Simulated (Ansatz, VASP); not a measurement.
## One calculation of BaS, two programs

INCAR

```
PREC     = Accurate       # precision mode
ENCUT    = 600            # plane-wave cutoff, eV
EDIFF    = 1E-6           # SCF threshold, eV
ISMEAR   = 0              # smearing method
SIGMA    = 0.02           # smearing width, eV
LREAL    = False          # projectors in reciprocal space
LASPH    = True           # aspherical terms in the spheres
NELM     = 60             # most SCF steps
ALGO     = Normal         # electronic algorithm
ISIF     = 3              # what is computed and relaxed
LWAVE    = False          # write WAVECAR
LCHARG   = False          # write CHGCAR
GGA      = PS             # functional
IBRION   = 2              # ionic algorithm
NSW      = 70             # ionic steps
EDIFFG   = -0.005         # ionic threshold
```

KPOINTS

```
Automatic mesh
0
Gamma
  8 8 8
```

The input POSCAR:

```
BaS
1.0
    0.0000000000      3.2143926808      3.2143926808
    3.2143926808      0.0000000000      3.2143926808
    3.2143926808      3.2143926808      0.0000000000
Ba S
1 1
Direct
    0.0000000000      0.0000000000      0.0000000000
    0.5000000000      0.5000000000      0.5000000000
```

Input for Ansatz:

```yaml
crystal:
  lattice:
    - [0.0, 3.2143926808, 3.2143926808]
    - [3.2143926808, 0.0, 3.2143926808]
    - [3.2143926808, 3.2143926808, 0.0]
  atoms:
    - { symbol: Ba, position: [0.0, 0.0, 0.0] }
    - { symbol: S, position: [0.5, 0.5, 0.5] }
basis:
  ecutwfc: 420
kpoints:
  mp_grid: { grid: [8, 8, 8] }
hamiltonian:
  xc: pbesol
scf:
  occupations: { method: gaussian, width: 0.02 }
output:
  forces: true
  stress: true
  eigenvalues: true
relax:
  adjacent_minimum: "off"
  f_tol: 0.005
  max_steps: 50
  cell: { stress_tol: 0.05 }
```

Alike in both runs: task relaxation of cell and atoms; functional PBEsol; k mesh 8 × 8 × 8; occupations gaussian, width 0.02 eV; no spin polarisation.

|  | VASP | Ansatz |
| --- | --- | --- |
| version | VASP 6.6.1 | Ansatz 0.2.0 |
| potentials or method | VASP PAW PBE potentials, release 64 (Ba_sv, S) | scalar-relativistic, plane waves, PAW |
| plane-wave cutoff (eV) | 600 | 420 |
| valence electrons in the cell | 16 | 16 |

```tsv
	VASP	Ansatz	Ansatz less VASP
gap on the k mesh at the Fermi level, each at its own relaxed structure (eV)	1.96	2.04	+0.078
relaxed volume (Å³/atom)	32.20	31.76	-0.439
relaxed cell length with the largest relative difference (Å)	4.499	4.479	-0.0205
energy change over the relaxation (meV/atom)	-4	-9	-4.9
```

Caveats: the PAW data sets were made with another functional, which shifts forces and pressure a little (VASP); spin-orbit coupling is left out, which moves the levels of the heavy elements. A k mesh can miss the band edges.
